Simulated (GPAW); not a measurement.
**Au in GPAW: convergence with plane-wave cutoff (eV)**

Crystal: Au.

```
CELL_PARAMETERS angstrom
0.00000 2.03500 2.03500
2.03500 0.00000 2.03500
2.03500 2.03500 0.00000
ATOMIC_POSITIONS crystal
Au 0.00000 0.00000 0.00000
```

| Quantity | Value |
| --- | --- |
| Program | GPAW 26.7.0 |
| Task | convergence study |
| Functional | PBE |
| Potentials or basis | JTH PAW 2.0, PBE |
| Cutoff | 200 eV |
| Basis | pw |
| k mesh | 11 × 11 × 11 |
| Occupations | fermi-dirac, width 0.05 eV |
| Spin | no spin polarisation |

These are the settings of the first run; the series varies plane-wave cutoff (eV), with any setting tied to it.

Hardware: 1 thread of Arm Neoverse V2, with other jobs on the host.

Question: The values tried are 200, 250, 300, 350, 400, 500, 600, 800, 1000, loosest first. From which on does the pressure stay within 0.1 GPa of the tightest run that finished?

Answer: From 500 on.

| plane-wave cutoff (eV) | energy less the tightest run, at zero smearing (meV/atom) | pressure (GPa) | SCF cycles | CPU time (s) | peak memory (GiB) |
| --- | --- | --- | --- | --- | --- |
| 200 | 770.62 | 3.38 | 8 | 3.5 | 0.12 |
| 250 | 349.48 | 11.28 | 9 | 4.1 | 0.12 |
| 300 | 119.45 | 8.56 | 9 | 4.4 | 0.12 |
| 350 | 25.93 | 9.68 | 10 | 5.7 | 0.12 |
| 400 | 13.28 | 10.85 | 10 | 5.8 | 0.12 |
| 500 | 7.01 | 10.48 | 10 | 6.7 | 0.13 |
| 600 | 1.70 | 10.59 | 10 | 11 | 0.13 |
| 800 | 0.32 | 10.56 | 10 | 10 | 0.14 |
| 1000 | 0.00 | 10.57 | 10 | 17 | 0.15 |

Against the tightest run, the energy stays within 1 meV/atom from 800 on. The tightest run that finished is the yardstick and may itself not be fully converged.

Caveat, for the tightest run too: the program truncates these outside data sets. Spin-orbit coupling is left out, which matters for the levels of Au.
